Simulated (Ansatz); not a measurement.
Crystal: RbBr.

```
CELL_PARAMETERS angstrom
0.00000 3.42700 3.42700
3.42700 0.00000 3.42700
3.42700 3.42700 0.00000
ATOMIC_POSITIONS crystal
Rb 0.00000 0.00000 0.00000
Br 0.50000 0.50000 0.50000
```

Base run:

| Item | Value |
| --- | --- |
| Program | Ansatz 0.2.0 |
| Functional | HSE06 form with a typed share of exact exchange |
| Potentials or basis | Ansatz PAW |
| Cutoff | 420 eV (not typed: the program's choice for these potentials) |
| k mesh | 4 × 4 × 4 |
| Occupations | fermi-dirac, width 0.05 eV |
| Spin | no spin polarisation |

Its results: band gap on the k mesh 5.87 eV, direct; pressure 0.8 GPa.

Q: After a change of settings the same cell gave: band gap on the k mesh 5.70 eV, direct; pressure 0.8 GPa. Which change was it?
A. screening (1/å) from 0.1 to 0.15
B. screening (1/å) from 0.1 to 0.2
C. screening (1/å) from 0.1 to 0.3
D. screening (1/å) from 0.1 to 0.6

A: A.

Caveats: the PAW data sets come from PBE, with cores solved anew for the run's functional, which leaves a small shift of forces and pressure; the thresholds are loose for stress.
